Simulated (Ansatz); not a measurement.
Mo:

```
CELL_PARAMETERS angstrom
-1.58381 1.58381 1.58381
1.58381 -1.58381 1.58381
1.58381 1.58381 -1.58381
ATOMIC_POSITIONS crystal
Mo 0.00000 0.00000 0.00000
```

- Program: Ansatz 0.2.0
- Task: relaxation of cell and atoms
- Functional: BLYP
- Dispersion: D3(BJ)
- Potentials or basis: all-electron LAPW, scalar-relativistic
- Basis error allowed: 0.001 eV/atom
- k mesh: 12 × 12 × 12
- Occupations: fermi-dirac, width 0.05 eV
- Spin: no spin polarisation

At the start: volume 15.89 Å³/atom.

Q: How do energy, volume and symmetry change on relaxing?

A: Over 4 steps the energy falls by 18.2 meV/atom and the volume is 15.30 Å³/atom (-3.7 %); space group Im-3m (No. 229, to 0.05 Å).

The path:
```
step  energy change (eV)  largest force (eV/Å)  volume (Å³)
   1              0.0000                0.0000        15.89
   2             -0.0179                0.0000        15.37
   3             -0.0182                0.0000        15.30
   4             -0.0182                0.0000        15.30
```

Final structure:
```
Mo
1.0
    -1.56399    1.56399    1.56399
     1.56399   -1.56399    1.56399
     1.56399    1.56399   -1.56399
Mo
1
Direct
  0.00000 0.00000 0.00000
```
